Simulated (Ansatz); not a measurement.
# Al: the cost of one run

Program: Ansatz 0.2.0. Level of theory: DFT PBE, scalar-relativistic, plane waves, PAW. These are calculated values, not measurements.

26 further runs of the same task are left out: 26 set aside as unsound or not needed.

### Step 1. The system as given

It takes space group Im-3m (No. 229, cubic). The conventional cell has a = 3.235 Å, b = 3.235 Å, c = 3.235 Å, α = 90.00°, β = 90.00°, γ = 90.00°. Al (site symmetry m-3m) is surrounded by 8 Al at 2.80 Å.

As a file:

```cif
data_structure
_symmetry_space_group_name_H-M 'Im-3m'
_symmetry_Int_Tables_number 229
_cell_length_a 3.2350
_cell_length_b 3.2350
_cell_length_c 3.2350
_cell_angle_alpha 90.000
_cell_angle_beta 90.000
_cell_angle_gamma 90.000
_cell_volume 33.86
loop_
_atom_site_label
_atom_site_type_symbol
_atom_site_symmetry_multiplicity
_atom_site_Wyckoff_symbol
_atom_site_fract_x
_atom_site_fract_y
_atom_site_fract_z
_atom_site_occupancy
Al1 Al 2 a 0.00000 0.00000 0.00000 1
```

It goes back to an entry of the Materials Project, which need not be the stable form.

This cell was relaxed beforehand with the same method: volume 16.93 Å³/atom, gap on the mesh none (metal).

### Step 2. Plan of the line

The energy is mapped over volume and the cell's shape.

First coordinate, volume per atom: 7 values from 15.57 to 18.28 Å³. Second coordinate, c/a of the conventional cell: 9 values from 0.861 to 1.566.

Nothing else is relaxed (symmetry fixes all fractional coordinates). Energies count from the relaxed crystal. Points are written as (first, second).

### Step 3. Point (16.02 Å³, 1.566)

input.yaml reads:

```yaml
crystal:
  lattice:
    - [-1.3677306712, 1.3677306712, 2.141592685]
    - [1.3677306712, -1.3677306712, 2.141592685]
    - [1.3677306712, 1.3677306712, -2.141592685]
  atoms:
    - { symbol: Al, position: [0.0, 0.0, 0.0] }
basis:
  ecutwfc: 420
kpoints:
  mp_grid: { grid: [22, 22, 22] }
hamiltonian:
  xc: pbe
scf:
  occupations: { method: gaussian, width: 0.15 }
output:
  forces: true
  stress: true
  eigenvalues: true
```

On the command line:

```sh
$ ansatz run input.yaml --threads 1 --pin off --max-ram 2048MiB --backend cpu --events-out ev --progress --plain --runs-dir out
```

**Question.** How long does this run take on 1 thread of Intel Xeon Platinum 8488C (Sapphire Rapids), shared host, and how much memory does it need?

About 3.4 s, with a peak of 0.43 GiB.
